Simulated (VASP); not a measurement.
# ZnSe (Stilleite) (F-43m) in VASP: further runs

Aim: see how the results for ZnSe (Stilleite) move with the level of theory and the settings. Levels: r2SCAN, LDA. Tasks: relaxation of cell and atoms, single point.

All numbers are computed with VASP 6.6.1; they aren't measurements. Logs are shortened: lines on timing, memory, paths and dates and some standing lists are left out, and cuts for length are marked.

**Experimental background.**

From “Alloy Disordering Effects on the Thermal Conductivity and Energy Gap Temperature Dependence of Cd1−xZnxSe Ternary Crystals Grown by the Bridgman Method”, 2023, pmc:10253836, for a bulk crystal of ZnSe at 300 K: band gap 2.695 ± 0.003 eV (an exciton energy, a little under the gap).

How close the calculation comes is told below.

## (1) Starting point

The structure is cubic, space group F-43m (No. 216). The conventional cell has a = 5.668 Å, b = 5.668 Å, c = 5.668 Å, α = 90.00°, β = 90.00°, γ = 90.00°. Around Zn (site symmetry -43m) lie 4 Se at 2.45 Å. Around Se (site symmetry -43m) lie 4 Zn at 2.45 Å.

## (2) Relaxation of cell and atoms, r2SCAN

Input file INCAR:

```
SYSTEM = ZnSe
PREC = Accurate
ENCUT = 600
EDIFF = 1E-6
ISMEAR = 0
SIGMA = 0.03
LREAL = .FALSE.
LASPH = .TRUE.
NELM = 80
ALGO = Normal
ISIF = 3
LWAVE = .FALSE.
LCHARG = .FALSE.
METAGGA = R2SCAN
LMIXTAU = .TRUE.
IBRION = 2
NSW = 90
EDIFFG = -0.01
```

Input file KPOINTS:

```
regular mesh
0
G
  8 8 8
  0 0 0
```

Input file POSCAR:

```
ZnSe
1.0
    0.0000000000      2.8338000000      2.8338000000
    2.8338000000      0.0000000000      2.8338000000
    2.8338000000      2.8338000000      0.0000000000
Zn Se
1 1
Direct
    0.0000000000      0.0000000000      0.0000000000
    0.2500000000      0.2500000000      0.2500000000
```

Potentials or basis: VASP PAW PBE potentials, release 64 (Zn, Se).

The run is started by

```console
cat potpaw_PBE.64/Zn/POTCAR potpaw_PBE.64/Se/POTCAR > POTCAR
mpirun -np 1 vasp_std > vasp.out
```

OUTCAR:

```text
SYSTEM = ZnSe
   PREC = Accurate
   ENCUT = 600
   EDIFF = 1E-6
   ISMEAR = 0
   LREAL = .FALSE.
   LASPH = .TRUE.
   NELM = 80
   ISIF = 3
   METAGGA = R2SCAN
   IBRION = 2
   NSW = 90
   EDIFFG = -0.01

 ion  position               nearest neighbor table
   1  0.000  0.000  0.000-   2 2.45   2 2.45   2 2.45   2 2.45
   2  0.250  0.250  0.250-   1 2.45   1 2.45   1 2.45   1 2.45

  LATTYP: Found a face centered cubic cell.
 ALAT       =     5.6676000000

  Lattice vectors:

 A1 = (   0.0000000000,   2.8338000000,   2.8338000000)
 A2 = (   2.8338000000,   0.0000000000,   2.8338000000)
 A3 = (   2.8338000000,   2.8338000000,   0.0000000000)

Analysis of symmetry for initial positions (statically):
=====================================================================
 Subroutine PRICEL returns:
 Original cell was already a primitive cell.

 Routine SETGRP: Setting up the symmetry group for a
 face centered cubic supercell.

 Subroutine GETGRP returns: Found 24 space group operations
 (whereof 24 operations were pure point group operations)
 out of a pool of 48 trial point group operations.

The static configuration has the point symmetry T_d .

Analysis of symmetry for dynamics (positions and initial velocities):
=====================================================================
 Subroutine PRICEL returns:
 Original cell was already a primitive cell.

 Routine SETGRP: Setting up the symmetry group for a
 face centered cubic supercell.

 Subroutine GETGRP returns: Found 24 space group operations
 (whereof 24 operations were pure point group operations)
 out of a pool of 48 trial point group operations.

The dynamic configuration has the point symmetry T_d .

 Subroutine INISYM returns: Found 24 space group operations
 (whereof 24 operations are pure point group operations),
 and found     1 'primitive' translations

----------------------------------------------------------------------------------------

                                     Primitive cell

  volume of cell :      45.5132

  direct lattice vectors                    reciprocal lattice vectors
     0.000000000  2.833800000  2.833800000    -0.176441527  0.176441527  0.176441527
     2.833800000  0.000000000  2.833800000     0.176441527 -0.176441527  0.176441527
     2.833800000  2.833800000  0.000000000     0.176441527  0.176441527 -0.176441527

  length of vectors
     4.007598393  4.007598393  4.007598393     0.305605690  0.305605690  0.305605690

  position of ions in fractional coordinates (direct lattice)
     0.000000000  0.000000000  0.000000000
     0.250000000  0.250000000  0.250000000

  ion indices of the primitive-cell ions
   primitive index   ion index
                 1           1
                 2           2

----------------------------------------------------------------------------------------

 KPOINTS: regular mesh

Automatic generation of k-mesh.
 Grid dimensions read from file:
 generate k-points for:    8    8    8

 Generating k-lattice:

  Cartesian coordinates                     Fractional coordinates (reciprocal lattice)
    -0.022055191  0.022055191  0.022055191     0.125000000  0.000000000  0.000000000
     0.022055191 -0.022055191  0.022055191     0.000000000  0.125000000  0.000000000
     0.022055191  0.022055191 -0.022055191     0.000000000  0.000000000  0.125000000

  Length of vectors
     0.038200711  0.038200711  0.038200711

  Shift w.r.t. Gamma in fractional coordinates (k-lattice)
     0.000000000  0.000000000  0.000000000

 Subroutine IBZKPT returns following result:
 ===========================================

 Found     29 irreducible k-points:

 Following reciprocal coordinates:
            Coordinates               Weight
  0.000000  0.000000  0.000000      1.000000
  0.125000  0.000000  0.000000      8.000000
  0.250000  0.000000  0.000000      8.000000
  0.375000  0.000000  0.000000      8.000000
  0.500000  0.000000  0.000000      4.000000
  0.125000  0.125000  0.000000      6.000000
[... 16 lines left out ...]
  0.500000  0.250000  0.125000     48.000000
 -0.375000  0.250000  0.125000     24.000000
 [... further k-points ...]
   k-points           NKPTS =     29   k-points in BZ     NKDIM =     29   number of bands    NBANDS=     13
   number of dos      NEDOS =    301   number of ions     NIONS =      2
   total plane-waves  NPLWV =  32768
   dimension x,y,z NGX =    32 NGY =   32 NGZ =   32
   dimension x,y,z NGXF=    64 NGYF=   64 NGZF=   64
   ions per type =               1   1
   NGX,Y,Z   is equivalent  to a cutoff of  13.27, 13.27, 13.27 a.u.
   NGXF,Y,Z  is equivalent  to a cutoff of  26.55, 26.55, 26.55 a.u.
 SYSTEM =  ZnSe
   PREC   = accura    normal or accurate (medium, high low for compatibility)
   ISTART =      0    job   : 0-new  1-cont  2-samecut
   ICHARG =      2    charge: 1-file 2-atom 10-const
   ISPIN  =      1    spin polarized calculation?
   LNONCOLLINEAR =      F non collinear calculations
   LSORBIT =      F    spin-orbit coupling
   LASPH  =      T    aspherical Exc in radial PAW
   ENCUT  =  600.0 eV  44.10 Ry    6.64 a.u.   8.00  8.00  8.00*2*pi/ulx,y,z
   NELM   =     80;   NELMIN=  2; NELMDL= -5     # of ELM steps
   EDIFF  = 0.1E-05   stopping-criterion for ELM
   LREAL  =      F    real-space projection
   EDIFFG = -.1E-01   stopping-criterion for IOM
   NSW    =     90    number of steps for IOM
   IBRION =      2    ionic relax: 0-MD 1-quasi-New 2-CG
   NFREE  =      1    steps in history (QN), initial steepest desc. (CG)
   ISIF   =      3    stress and relaxation
   ISYM   =      2    0-nonsym 1-usesym 2-fastsym
   POTIM  = 0.5000    time-step for ionic-motion
   TEBEG  =    0.0;   TEEND  =   0.0 temperature during run
   PSTRESS=    0.0 pullay stress
   NELECT =      18.0000    total number of electrons
   NUPDOWN=      -1.0000    fix difference up-down
   EMIN   =  10.00;   EMAX   =-10.00  energy-range for DOS
   EFERMI =   0.00;   METHOD = LEGACY
   ISMEAR =     0;   SIGMA  =   0.03  broadening in eV -4-tet -1-fermi 0-gaus
   EFERMI_NEDOS =   21; number of points for ismear=-14 and -15
   IALGO  =     38    algorithm
   IMIX   =      4    mixing-type and parameters
     AMIX     =   0.40;   BMIX     =  1.00
     AMIX_MAG =   1.60;   BMIX_MAG =  1.00
  volume/ion in A,a.u.               =      22.76       153.57
  Fermi-wavevector in a.u.,A,eV,Ry     =   1.201673  2.270834 19.647073  1.444019
  Thomas-Fermi vector in A             =   2.337476
   LORBIT       =      0    0 simple, 1 ext, 2 COOP (PROOUT), +10 PAW based schemes
   METAGGA = R2SCAN    functional components
   LHFCALC =     F    Hartree Fock is set to
   AEXX    =    0.0000 exact exchange contribution
   IVDW    =     0    specifies the selected vdW correction
   LEPSILON=     F    determine dielectric tensor
   LRPA    =     F    only Hartree local field effects (RPA)
 conjugate gradient relaxation of ions
 non-spin polarized calculation
 Gauss-broadening in eV      SIGMA  =   0.03
  energy-cutoff  :      600.00
  volume of cell :       45.51
 maximum number of plane-waves:      1540
   NGX = 17   NGY = 17   NGZ = 17

 number of electron      17.9999991 magnetization

 Free energy of the ion-electron system (eV)
  ---------------------------------------------------
  ext. energy  EPLUGINS =         0.00000000
  ---------------------------------------------------
  free energy    TOTEN  =       -24.91071835 eV

  energy without entropy =      -24.91071835  energy(sigma->0) =      -24.91071835

 E-fermi :   1.4322     XC(G=0):  -9.9196

 val. band max:        1.2980166381   @ k =   0.0000   0.0000   0.0000
 cond. band min:       3.1653969125   @ k =   0.0000   0.0000   0.0000
 fundamental gap:      1.8673802744
 Fermi energy:         1.4321843885

 k-point     1 :       0.0000    0.0000    0.0000
  band No.  band energies     occupation
      1     -12.4151      2.00000
      2      -5.3973      2.00000
      3      -5.3973      2.00000
      4      -5.3973      2.00000
      5      -4.9895      2.00000
      6      -4.9895      2.00000
      7       1.2980      2.00000
      8       1.2980      2.00000
      9       1.2980      2.00000
     10       3.1654      0.00000
     11       7.6137      0.00000
     12       7.6139      0.00000
     13       7.6139      0.00000

 k-point     2 :       0.1250    0.0000    0.0000
  band No.  band energies     occupation
      1     -12.3111      2.00000
      2      -5.3880      2.00000
      3      -5.3806      2.00000
      4      -5.3806      2.00000
      5      -4.9909      2.00000
      6      -4.9909      2.00000
      7       0.0459      2.00000
      8       1.1449      2.00000
      9       1.1449      2.00000
     10       4.0873      0.00000
     11       7.5452      0.00000
     12       7.8745      0.00000
     13       7.8746      0.00000

 k-point     3 :       0.2500    0.0000    0.0000
  band No.  band energies     occupation
      1     -12.0410      2.00000
      2      -5.3433      2.00000
      3      -5.3432      2.00000
      4      -5.3255      2.00000
      5      -4.9896      2.00000
      6      -4.9895      2.00000
      7      -1.7359      2.00000
      8       0.8153      2.00000
      9       0.8154      2.00000
     10       4.5722      0.00000
     11       8.2526      0.00000
     12       8.2527      0.00000
     13       8.3875      0.00000
[... 305 lines left out ...]
 k-point    23 :       0.5000    0.2500    0.1250
  band No.  band energies     occupation
      1     -11.5765      2.00000
      2      -5.2918      2.00000
      3      -5.2605      2.00000
      4      -5.1127      2.00000
      5      -4.9774      2.00000
      6      -4.9296      2.00000
      7      -3.0816      2.00000
      8      -0.9970      2.00000
      9      -0.0032      2.00000
     10       6.0628      0.00000
     11       7.2953      0.00000
     12       8.5059      0.00000
     13      10.1183      0.00000

 k-point    24 :      -0.3750    0.2500    0.1250
  band No.  band energies     occupation
      1     -11.4640      2.00000
      2      -5.2822      2.00000
      3      -5.2458      2.00000
      4      -5.0244      2.00000
      5      -4.9835      2.00000
      6      -4.7838      2.00000
      7      -3.6492      2.00000
      8      -1.1305      2.00000
      9      -0.1895      2.00000
     10       6.0284      0.00000
     11       7.2618      0.00000
     12       9.2582      0.00000
     13      10.5339      0.00000

 [... further k-points ...]
[... 5 lines left out ...]
  --------------------------------------------------------------------------------------
  -------------------------------------------------------------------------------------
  Total        0.0021411      0.0021411      0.0021411      0.0000000      0.0000000     -0.0000000
  in kB        0.0753713      0.0753713      0.0753713      0.0000000      0.0000000     -0.0000000
  external PRESSURE =       0.0753713 kB  Pullay stress =       0.0000000 kB

 VOLUME and BASIS-vectors are now :
 -----------------------------------------------------------------------------
  energy-cutoff  :      600.00
  volume of cell :       45.51
      direct lattice vectors                 reciprocal lattice vectors
     0.000000000  2.833800000  2.833800000    -0.176441527  0.176441527  0.176441527
     2.833800000  0.000000000  2.833800000     0.176441527 -0.176441527  0.176441527
     2.833800000  2.833800000  0.000000000     0.176441527  0.176441527 -0.176441527

 POSITION                                       TOTAL-FORCE (eV/Angst)
 -----------------------------------------------------------------------------------
      0.00000      0.00000      0.00000         0.000000      0.000000      0.000000
      1.41690      1.41690      1.41690        -0.000000     -0.000000     -0.000000
 -----------------------------------------------------------------------------------
    total drift:                                0.000026      0.000026      0.000026

  FREE ENERGIE OF THE ION-ELECTRON SYSTEM (eV)
  ---------------------------------------------------
  free  energy   TOTEN  =       -24.9107183521 eV

  energy  without entropy=      -24.9107183521  energy(sigma->0) =      -24.91071835

 reached required accuracy - stopping structural energy minimisation
```

Wall time 29 s (1 thread of Intel Xeon 6975P-C (Granite Rapids), shared host); peak memory 0.2 GiB.

Results:

```
Free energy             : -24.9107 eV
Pressure after relaxing : 0.0 GPa
Band gap on the k mesh  : 1.87 eV, direct
```

Final structure:
```
Zn Se
1.0
     0.00000    2.83380    2.83380
     2.83380    0.00000    2.83380
     2.83380    2.83380    0.00000
Zn Se
1 1
Direct
  0.00000 0.00000 0.00000
  0.25000 0.25000 0.25000
```

Levels at points of the mesh, in eV from the valence-band top:
```tsv
k point	band 6	band 7	band 8	band 9	band 10	band 11	band 12	band 13
(0.00, 0.00, 0.00)	-6.29	0.00	0.00	0.00	1.87	6.32	6.32	6.32
(0.50, 0.00, 0.00)	-6.13	-5.30	-0.88	-0.88	3.05	6.87	6.87	9.07
(0.50, 0.50, 0.00)	-6.11	-4.79	-2.23	-2.23	3.34	3.87	11.51	12.07
```

Caveat: the relaxation stopped at its first step, so nothing moved; the PAW data sets were made with another functional, which shifts forces and pressure a little.

## (3) Relaxation of cell and atoms, r2SCAN

INCAR: that of step 2 with these lines changed.

```diff
@@ -3,3 +3,3 @@
 ENCUT = 600
-EDIFF = 1E-6
+EDIFF = 1E-7
 ISMEAR = 0
@@ -17,2 +17,2 @@
 NSW = 90
-EDIFFG = -0.01
+EDIFFG = -0.005
```

KPOINTS is that of step 2.

Input file POSCAR:

```
ZnSe                                    
1.0
    0.0000000000      2.8338000000      2.8338000000
    2.8338000000      0.0000000000      2.8338000000
    2.8338000000      2.8338000000      0.0000000000
  Zn              Se            
     1     1
Direct
     0.0000000000000000    0.0000000000000000    0.0000000000000000
     0.2500000000000000    0.2500000000000000    0.2500000000000000
```

Potentials or basis: VASP PAW PBE potentials, release 64 (Zn, Se).

The run is started by

```console
cat potpaw_PBE.64/Zn/POTCAR potpaw_PBE.64/Se/POTCAR > POTCAR
mpirun -np 1 vasp_std > vasp.out
```

Wall time 32 s (1 thread of Intel Xeon 6975P-C (Granite Rapids), shared host); peak memory 0.2 GiB.

Results (log left out):

```
Free energy             : -24.9107 eV
Pressure after relaxing : 0.0 GPa
Band gap on the k mesh  : 1.87 eV, direct
```

Final structure:
```
Zn Se
1.0
     0.00000    2.83380    2.83380
     2.83380    0.00000    2.83380
     2.83380    2.83380    0.00000
Zn Se
1 1
Direct
  0.00000 0.00000 0.00000
  0.25000 0.25000 0.25000
```

Levels at points of the mesh, in eV from the valence-band top:
```
           k point  band 5  band 6  band 7  band 8  band 9  band 10  band 11  band 12  band 13
(0.00, 0.00, 0.00)   -6.29   -6.29    0.00    0.00    0.00     1.87     6.32     6.32     6.32
(0.50, 0.00, 0.00)   -6.27   -6.13   -5.30   -0.88   -0.88     3.05     6.87     6.87     9.07
(0.50, 0.50, 0.00)   -6.24   -6.11   -4.79   -2.23   -2.23     3.34     3.87    11.51    12.07
```

Caveat: the relaxation stopped at its first step, so nothing moved; the PAW data sets were made with another functional, which shifts forces and pressure a little.

## (4) Single point, LDA

Input file INCAR:

```
SYSTEM = ZnSe
ALGO = Normal
EDIFF = 1E-6
ENCUT = 520
ISIF = 2
ISMEAR = 0
KPAR = 4
LASPH = .True.
LCHARG = .False.
LREAL = .False.
LWAVE = .False.
NELM = 80
PREC = Accurate
SIGMA = 0.03
```

Input file KPOINTS:

```
k-points
0
Gamma
  6 6 6
  0 0 0
```

Input file POSCAR:

```
ZnSe
1.0
    0.0000000000      2.8338000000      2.8338000000
    2.8338000000      0.0000000000      2.8338000000
    2.8338000000      2.8338000000      0.0000000000
Zn Se
1 1
Direct
    0.0000000000      0.0000000000      0.0000000000
    0.2500000000      0.2500000000      0.2500000000
```

Potentials or basis: VASP PAW LDA potentials, release 64 (Zn, Se).

The run is started by

```console
cat potpaw_LDA.64/Zn/POTCAR potpaw_LDA.64/Se/POTCAR > POTCAR
mpirun -np 4 vasp_std > vasp.out
```

Wall time 3.5 s (4 MPI ranks of Intel Xeon Platinum 8559C (Emerald Rapids), shared host); peak memory 0.13 GiB.

The run converged. Its results:

| Item | Value |
| --- | --- |
| Free energy | -7.3444 eV |
| Pressure | -3.1 GPa |
| Band gap on the k mesh | 1.07 eV, direct |

Levels at points of the mesh, in eV from the valence-band top:
```tsv
k point	band 5	band 6	band 7	band 8	band 9	band 10	band 11	band 12	band 13
(0.00, 0.00, 0.00)	-6.32	-6.32	0.00	0.00	0.00	1.07	5.70	5.70	5.70
(0.50, 0.00, 0.00)	-6.30	-6.16	-5.29	-0.88	-0.88	2.37	6.28	6.28	8.35
(0.50, 0.50, 0.00)	-6.27	-6.14	-4.83	-2.20	-2.20	2.80	3.32	10.52	11.08
```

## (5) Relaxation of cell and atoms, LDA

Input file INCAR:

```
ALGO = Normal ; EDIFF = 1E-6
EDIFFG = -0.01 ; ENCUT = 600
GGA = CA ; IBRION = 2
ISIF = 3 ; ISMEAR = 0
LASPH = True ; LCHARG = False
LREAL = False ; LWAVE = False
NELM = 80 ; NSW = 90
PREC = Accurate ; SIGMA = 0.03
```

Input file KPOINTS:

```
k-points
0
Gamma
  8 8 8
```

POSCAR is that of step 4.

The run is started by

```console
cat potpaw_LDA.64/Zn/POTCAR potpaw_LDA.64/Se/POTCAR > POTCAR
mpirun -np 1 vasp_std > vasp.out
```

Run time: 32 s. Hardware: 1 thread of AMD EPYC 9R45 (Zen 5), shared host; peak memory 0.14 GiB.

Results (log left out):

```
Free energy                            : -7.3723 eV
Relaxed volume                         : 21.68 Å³/atom
Relaxed cell                           : a = 3.943 Å, b = 3.943 Å, c = 3.943 Å, α = 60.00°, β = 60.00°, γ = 60.00°
Space group after relaxing (to 0.05 Å) : F-43m (No. 216)
Energy gained by relaxing              : 11.0 meV/atom
Ionic steps                            : 5
Pressure after relaxing                : 0.0 GPa
Band gap on the k mesh                 : 1.27 eV, direct
```

Step by step:
```tsv
step	energy change (eV)	largest force (eV/Å)	pressure (GPa)	volume (Å³)
1	0.0000	0.0000	-3.13	45.51
2	-0.0194	0.0000	1.19	42.65
3	-0.0220	0.0000	-0.16	43.35
4	-0.0220	0.0000	0.12	43.26
5	-0.0220	0.0000	0.02	43.35
```

Final structure:
```
Zn Se
1.0
     0.00000    2.78827    2.78827
     2.78827    0.00000    2.78827
     2.78827    2.78827    0.00000
Zn Se
1 1
Direct
  0.00000 0.00000 0.00000
  0.25000 0.25000 0.25000
```

Levels at points of the mesh, in eV from the valence-band top:
```tsv
k point	band 5	band 6	band 7	band 8	band 9	band 10	band 11	band 12	band 13
(0.00, 0.00, 0.00)	-6.46	-6.46	0.00	0.00	0.00	1.27	5.69	5.69	5.69
(0.50, 0.00, 0.00)	-6.44	-6.28	-5.61	-0.95	-0.95	2.46	6.28	6.28	8.48
(0.50, 0.50, 0.00)	-6.41	-6.26	-5.04	-2.38	-2.38	2.70	3.32	10.89	11.43
```

LDA usually gives volumes a few per cent too small. Zero-point motion and thermal expansion aren't in these numbers.

(Continued in part 2 of 2.)
